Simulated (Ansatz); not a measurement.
Set up this calculation in Ansatz 0.2.0, as the native input.

| Quantity | Value |
| --- | --- |
| Task | single point |
| Functional | PBE |
| Potentials or basis | all-electron LAPW, scalar-relativistic |
| Cutoff | 217 eV (chosen from the basis error) |
| Basis error allowed | 0.001 eV/atom |
| k mesh | 9 × 9 × 9 |
| Occupations | fermi-dirac, width 0.05 eV |
| Spin | no spin polarisation |

The system is SrO.

```
Sr O
1.0
     0.00000    2.56630    2.56630
     2.56630    0.00000    2.56630
     2.56630    2.56630    0.00000
Sr O
1 1
Direct
  0.50000 0.50000 0.50000
  0.00000 0.00000 0.00000
```

One way to write it, as run:

input.yaml

```yaml
crystal:
  lattice:
    - [0.0, 2.5663, 2.5663]
    - [2.5663, 0.0, 2.5663]
    - [2.5663, 2.5663, 0.0]
  atoms:
    - { symbol: Sr, position: [0.5, 0.5, 0.5] }
    - { symbol: O, position: [0.0, 0.0, 0.0] }
kpoints:
  mp_grid: { grid: [9, 9, 9] }
scf:
  occupations: { method: fermi_dirac, width: 0.05 }
hamiltonian:
  xc: pbe
  pseudopotentials: { kind: all_electron, lapw: { basis_error: 0.001 } }
output:
  forces: true
  stress: true
  eigenvalues: true
  populations: true
```

Potentials or basis: all-electron LAPW, scalar-relativistic.

Run with:

```bash
$ ansatz run input.yaml --threads 1 --pin off --max-ram 3072MiB --backend cpu --events-out ev --progress --plain --runs-dir out
```

It gave:

- Pressure: 3.3 GPa
- Band gap on the k mesh: 3.37 eV, indirect (least direct gap 3.45 eV)
- Loewdin charges: Sr +1.65; O -1.35 e

Caveat: the atomic charges don't sum to the cell's charge; an odd mesh through Γ misses points on the zone boundary, where band edges often lie.

It took 4.9 s on 1 thread of Arm Neoverse V2, with other jobs on the host, peak memory 0.26 GiB.
